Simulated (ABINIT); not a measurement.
# GaAs (Fm-3m) in ABINIT: reference runs

Reference runs on GaAs: the cell as given.

Program: ABINIT 10.8.3 (patched build). These are calculated values, not measurements. Logs are shortened: lines on timing, memory, paths and dates and some standing lists are left out, and cuts for length are marked. The log counts tension as positive stress, the text compression.

## 1. The structure

It takes space group Fm-3m (No. 225, cubic). The conventional cell has a = 5.392 Å, b = 5.392 Å, c = 5.392 Å, α = 90.00°, β = 90.00°, γ = 90.00°. Around Ga (site symmetry m-3m) lie 6 As at 2.70 Å. As (site symmetry m-3m) is surrounded by 6 Ga at 2.70 Å.

The cell was built by a generator and needn't be a form met in nature.

## 2. Single point, PBE

Input file run.abi:

```
# Pseudopotentials
pp_dirpath "./"
pseudos "Ga.GGA_PBE-JTH.xml, As.GGA_PBE-JTH.xml"

# Structure
acell 3*1.0
rprim
     0.0000000000     5.0944937621     5.0944937621
     5.0944937621     0.0000000000     5.0944937621
     5.0944937621     5.0944937621     0.0000000000
ntypat 2
znucl 31 33
natom 2
typat 1 2
xred
     0.0000000000     0.0000000000     0.0000000000
     0.5000000000     0.5000000000     0.5000000000

# Plane-wave basis
ecut 462.593566 eV
pawecutdg 34.0
pawxcdev 0

# k points
kptopt 1
ngkpt 9 9 9
nshiftk 1
shiftk 0.0 0.0 0.0

# Exchange and correlation
ixc 11

# Bands and occupations
nband 18
occopt 3
tsmear 0.05 eV

# SCF cycle
nstep 100
tolvrs 1.0e-9

# Output
iomode 3
prtwf 0
prtden 0
prteig 0
prtebands 0
```

Potentials or basis: JTH PAW PBE v2.0.

On the command line:

```
$ abinit run.abi > log 2>&1
```

run.abo:

```text
.Version 10.8.3 of ABINIT
 Symmetries : space group Fm -3 m (#225); Bravais cF (face-center cubic)
================================================================================
 Values of the parameters that define the memory need of the present run
     intxc =       0    ionmov =       0      iscf =      17    lmnmax =      18
     lnmax =       6     mgfft =      30  mpssoang =       3    mqgrid =    3001
     natom =       2  nloc_mem =       2    nspden =       1   nspinor =       1
    nsppol =       1      nsym =      48    n1xccc =       1    ntypat =       2
    occopt =       3   xclevel =       2
       mpw =         903          nfft =       27000          nkpt =          35
 PAW method is used; the additional fine FFT grid is defined by:
   mgfftf=        40    nfftf =     64000
================================================================================
================================================================================

--------------------------------------------------------------------------------
------------- Echo of variables that govern the present computation ------------
--------------------------------------------------------------------------------
 -outvars: echo values of preprocessed input variables --------
            acell      1.0000000000E+00  1.0000000000E+00  1.0000000000E+00 Bohr
              amu      6.97230000E+01  7.49215900E+01
             ecut      1.70000000E+01 Hartree
              ixc          11
         kptrlatt        9    0    0      0    9    0      0    0    9
          kptrlen      6.48423195E+01
            natom           2
            nband          18
            ngfft          30      30      30
          ngfftdg          40      40      40
             nkpt          35
            nstep         100
             nsym          48
           ntypat           2
           occopt           3
        pawecutdg      3.40000000E+01 Hartree
         pawxcdev           0
           prtden           0
        prtebands           0
           prteig           0
            prtwf           0
            rprim      0.0000000000E+00  5.0944937621E+00  5.0944937621E+00
                       5.0944937621E+00  0.0000000000E+00  5.0944937621E+00
                       5.0944937621E+00  5.0944937621E+00  0.0000000000E+00
          spgroup         225
           tolvrs      1.00000000E-09
           tsmear      1.83746611E-03 Hartree
            typat      1  2
           useylm           1
           xangst      0.0000000000E+00  0.0000000000E+00  0.0000000000E+00
                       2.6958899982E+00  2.6958899982E+00  2.6958899982E+00
            xcart      0.0000000000E+00  0.0000000000E+00  0.0000000000E+00
                       5.0944937621E+00  5.0944937621E+00  5.0944937621E+00
             xred      0.0000000000E+00  0.0000000000E+00  0.0000000000E+00
                       5.0000000000E-01  5.0000000000E-01  5.0000000000E-01
            znucl       31.00000   33.00000

[... 133 lines left out ...]
    2       0.000000000000      0.000000000000      0.000000000000

 cartesian coordinates (angstrom) at end:
    1      0.00000000000000     0.00000000000000     0.00000000000000
    2      2.69588999816189     2.69588999816189     2.69588999816189

 cartesian forces (hartree/bohr) at end:
    1     -0.00000000000000    -0.00000000000000    -0.00000000000000
    2     -0.00000000000000    -0.00000000000000    -0.00000000000000
 frms,max,avg= 0.0000000E+00 0.0000000E+00   0.000E+00  0.000E+00  0.000E+00 h/b

 cartesian forces (eV/Angstrom) at end:
    1     -0.00000000000000    -0.00000000000000    -0.00000000000000
    2     -0.00000000000000    -0.00000000000000    -0.00000000000000
 frms,max,avg= 0.0000000E+00 0.0000000E+00   0.000E+00  0.000E+00  0.000E+00 e/A
 length scales=  1.000000000000  1.000000000000  1.000000000000 bohr
              =  0.529177210544  0.529177210544  0.529177210544 angstroms
 Fermi (or HOMO) energy (hartree) =   0.21178   Average Vxc (hartree)=  -0.36693
 Eigenvalues (hartree) for nkpt=  35  k points:
 kpt#   1, nband= 18, wtk=  0.00137, kpt=  0.0000  0.0000  0.0000 (reduced coord)
  -1.08759   -1.08759   -1.08744   -1.08744   -1.08744   -0.33005   -0.33005   -0.32948
  -0.32948   -0.32948   -0.26876    0.20696    0.21344    0.21344    0.21344    0.48152
   0.48152    0.48152
      occupation numbers for kpt#   1
   2.00000    2.00000    2.00000    2.00000    2.00000    2.00000    2.00000    2.00000
   2.00000    2.00000    2.00000    1.86452    0.57656    0.57656    0.57656    0.00000
   0.00000    0.00000
 prteigrs : prtvol=0 or 1, do not print more k-points.

--- !EnergyTerms
iteration_state     : {dtset: 1, }
comment             : Components of total free energy in Hartree
kinetic             :  8.79353404318733E+00
hartree             :  5.34338624859980E+01
xc                  : -3.73595633474938E+00
Ewald energy        : -1.09502120646994E+02
psp_core            :  4.98210468476065E+00
local_psp           : -1.45021427971957E+02
PAW spherical_terms : -1.89862518111981E+00
internal            : -1.92948628920874E+02
'-kT*entropy'       : -4.13232510647686E-04
total_energy        : -1.92949042153385E+02
total_energy_eV     : -5.25041091182783E+03
...

--- !EnergyTermsDC
iteration_state     : {dtset: 1, }
comment             : '"Double-counting" decomposition of free energy'
band_energy         : -1.40035416236454E+01
Ewald energy        : -1.09502120646994E+02
psp_core            :  4.98210468476065E+00
xc_dc               : -5.23844195796794E+01
PAW spherical_terms : -2.20406613626158E+01
internal            : -1.92948638528174E+02
'-kT*entropy'       : -4.13232510647686E-04
total_energy_dc     : -1.92949051760685E+02
total_energy_dc_eV  : -5.25041117325578E+03
...

--- !EnergyTermsWithPAWCore
iteration_state     : {dtset: 1, }
comment             : 'Components of total free energy, including PAW core contributions'
Total energy        : -4.20502351974258E+03
Total energy DC     : -4.20502352934988E+03
Total energy (eV)   : -1.14424519169150E+05
Total energy DC (eV): -1.14424519430578E+05
...

 Cartesian components of stress tensor (hartree/bohr^3)
  sigma(1 1)=  2.36470709E-06  sigma(3 2)=  0.00000000E+00
  sigma(2 2)=  2.36470709E-06  sigma(3 1)=  0.00000000E+00
  sigma(3 3)=  2.36470709E-06  sigma(2 1)=  0.00000000E+00

-Cartesian components of stress tensor (GPa)         [Pressure= -6.9572E-02 GPa]
- sigma(1 1)=  6.95720846E-02  sigma(3 2)=  0.00000000E+00
- sigma(2 2)=  6.95720846E-02  sigma(3 1)=  0.00000000E+00
- sigma(3 3)=  6.95720846E-02  sigma(2 1)=  0.00000000E+00

== END DATASET(S) ==============================================================
================================================================================

 -outvars: echo values of variables after computation  --------
            acell      1.0000000000E+00  1.0000000000E+00  1.0000000000E+00 Bohr
           etotal     -1.9294905176E+02
            fcart     -0.0000000000E+00 -0.0000000000E+00 -0.0000000000E+00
                      -0.0000000000E+00 -0.0000000000E+00 -0.0000000000E+00
            rprim      0.0000000000E+00  5.0944937621E+00  5.0944937621E+00
                       5.0944937621E+00  0.0000000000E+00  5.0944937621E+00
                       5.0944937621E+00  5.0944937621E+00  0.0000000000E+00
           strten      2.3647070909E-06  2.3647070909E-06  2.3647070909E-06
                       0.0000000000E+00  0.0000000000E+00  0.0000000000E+00
           xangst      0.0000000000E+00  0.0000000000E+00  0.0000000000E+00
                       2.6958899982E+00  2.6958899982E+00  2.6958899982E+00
             xred      0.0000000000E+00  0.0000000000E+00  0.0000000000E+00
                       5.0000000000E-01  5.0000000000E-01  5.0000000000E-01
 Calculation completed.
```

Wall time 22 s (1 thread of Arm Neoverse V1, shared host); peak memory 0.1 GiB.

What came out:

- Free energy: -5250.4112 eV
- Pressure: -0.1 GPa
- Band gap on the k mesh: none (metal or under the smearing width)
- Valence electrons inside the program's atomic spheres: Ga 10.97; As 12.61

## 3. Single point, PBE

Input file run.py:

```python
import json, os
import numpy as np
from ase.units import GPa
from ase.calculators.abinit import Abinit, AbinitProfile
from ase import Atoms

atoms = Atoms(['Ga', 'As'],
              cell=[[0.0, 2.69589, 2.69589], [2.69589, 0.0, 2.69589], [2.69589, 2.69589, 0.0]],
              scaled_positions=[[0.0, 0.0, 0.0], [0.5, 0.5, 0.5]],
              pbc=True)

profile = AbinitProfile(command='abinit', pp_paths=[os.path.abspath('pseudos')])
params = dict(
    pps='pawxml', xc='PBE',
    ecut=462.5936,
    pawecutdg=925.1871,
    pawxcdev=0,
    kptopt=1,
    ngkpt=[9, 9, 9],
    nshiftk=1,
    shiftk=[0.0, 0.0, 0.0],
    ixc=11,
    nband=18,
    occopt=3,
    tsmear=0.05,
    nstep=100,
    tolvrs=1e-09,
    prtwf=0,
    prtden=0,
)

atoms.calc = Abinit(profile=profile, directory='run', **params)
energy = atoms.get_potential_energy()
forces = atoms.get_forces()
stress = atoms.get_stress()
print(f'energy {energy:.6f} eV')
print('forces (eV/A)')
print(np.round(forces, 5))
print('stress (GPa, Voigt, tension positive)', np.round(stress / GPa, 4))
json.dump(dict(energy=energy, forces=forces.tolist(), stress=stress.tolist(), cell=atoms.cell.tolist(), frac=atoms.get_scaled_positions(wrap=False).tolist()), open('results.json', 'w'))
```

Potentials or basis: JTH PAW PBE v2.0.

On the command line:

```
$ python run.py
```

The log of the run:

```text
energy -5250.410915 eV
forces (eV/A)
[[-0. -0. -0.]
 [-0. -0. -0.]]
stress (GPa, Voigt, tension positive) [0.0695 0.0695 0.0695 0.     0.     0.    ]
```

abinit.in:

```text
ecut 462.5936 eV
ixc 11
kptopt 1
natom 2
nband 18
ngkpt
9 9 9
nshiftk 1
nsppol 1
nstep 100
occopt 3
pawecutdg 925.1871 eV
pawxcdev 0
prtden 0
prtwf 0
shiftk
0.0 0.0 0.0
tolvrs 1e-09
tsmear 0.05 eV
#Definition of the unit cell
acell
1.00000000000000 1.00000000000000 1.00000000000000 Angstrom
rprim
0.00000000000000 2.69589000000000 2.69589000000000
2.69589000000000 0.00000000000000 2.69589000000000
2.69589000000000 2.69589000000000 0.00000000000000
chkprim 0 # Allow non-primitive cells
#Definition of the atom types
ntypat 2
znucl 31 33
#Enumerate different atomic species
typat
 1 2
pseudos "./pseudos/Ga.GGA_PBE-JTH.xml,
./pseudos/As.GGA_PBE-JTH.xml"
#Definition of the atoms
xcart
0.00000000000000 0.00000000000000 0.00000000000000
5.09449376538252 5.09449376538252 5.09449376538252
chkexit 1 # abinit.exit file in the running directory terminates after the current SCF
```

abinit.abo:

```text
.Version 10.8.3 of ABINIT
 Symmetries : space group Fm -3 m (#225); Bravais cF (face-center cubic)
================================================================================
 Values of the parameters that define the memory need of the present run
     intxc =       0    ionmov =       0      iscf =      17    lmnmax =      18
     lnmax =       6     mgfft =      30  mpssoang =       3    mqgrid =    3001
     natom =       2  nloc_mem =       2    nspden =       1   nspinor =       1
    nsppol =       1      nsym =      48    n1xccc =       1    ntypat =       2
    occopt =       3   xclevel =       2
       mpw =         903          nfft =       27000          nkpt =          35
 PAW method is used; the additional fine FFT grid is defined by:
   mgfftf=        40    nfftf =     64000
================================================================================
================================================================================

--------------------------------------------------------------------------------
------------- Echo of variables that govern the present computation ------------
--------------------------------------------------------------------------------
 -outvars: echo values of preprocessed input variables --------
            acell      1.8897261259E+00  1.8897261259E+00  1.8897261259E+00 Bohr
              amu      6.97230000E+01  7.49215900E+01
          chkexit           1
          chkprim           0
             ecut      1.70000012E+01 Hartree
              ixc          11
         kptrlatt        9    0    0      0    9    0      0    0    9
[... 215 lines left out ...]
PAW spherical_terms : -2.20406610301159E+01
internal            : -1.92948638528048E+02
'-kT*entropy'       : -4.13232635433009E-04
total_energy_dc     : -1.92949051760684E+02
total_energy_dc_eV  : -5.25041117325574E+03
...

--- !EnergyTermsWithPAWCore
iteration_state     : {dtset: 1, }
comment             : 'Components of total free energy, including PAW core contributions'
Total energy        : -4.20502351986154E+03
Total energy DC     : -4.20502352934988E+03
Total energy (eV)   : -1.14424519172387E+05
Total energy DC (eV): -1.14424519430578E+05
...

 Cartesian components of stress tensor (hartree/bohr^3)
  sigma(1 1)=  2.36301829E-06  sigma(3 2)=  0.00000000E+00
  sigma(2 2)=  2.36301829E-06  sigma(3 1)=  0.00000000E+00
  sigma(3 3)=  2.36301829E-06  sigma(2 1)=  0.00000000E+00

-Cartesian components of stress tensor (GPa)         [Pressure= -6.9522E-02 GPa]
- sigma(1 1)=  6.95223983E-02  sigma(3 2)=  0.00000000E+00
- sigma(2 2)=  6.95223983E-02  sigma(3 1)=  0.00000000E+00
- sigma(3 3)=  6.95223983E-02  sigma(2 1)=  0.00000000E+00

== END DATASET(S) ==============================================================
================================================================================

 -outvars: echo values of variables after computation  --------
            acell      1.8897261259E+00  1.8897261259E+00  1.8897261259E+00 Bohr
           etotal     -1.9294905176E+02
            fcart     -0.0000000000E+00 -0.0000000000E+00 -0.0000000000E+00
                      -0.0000000000E+00 -0.0000000000E+00 -0.0000000000E+00
            rprim      0.0000000000E+00  2.6958900000E+00  2.6958900000E+00
                       2.6958900000E+00  0.0000000000E+00  2.6958900000E+00
                       2.6958900000E+00  2.6958900000E+00  0.0000000000E+00
           strten      2.3630182870E-06  2.3630182870E-06  2.3630182870E-06
                       0.0000000000E+00  0.0000000000E+00  0.0000000000E+00
           xangst      0.0000000000E+00  0.0000000000E+00  0.0000000000E+00
                       2.6958900000E+00  2.6958900000E+00  2.6958900000E+00
             xred      0.0000000000E+00  0.0000000000E+00  0.0000000000E+00
                       5.0000000000E-01  5.0000000000E-01  5.0000000000E-01
 Calculation completed.
```

It took 22 s on 1 thread of Arm Neoverse V1, shared host; peak memory 0.1 GiB.

What came out:

* Free energy: -5250.4112 eV
* Pressure: -0.1 GPa
* Band gap on the k mesh: none (metal or under the smearing width)
* Valence electrons inside the program's atomic spheres: Ga 10.97; As 12.61
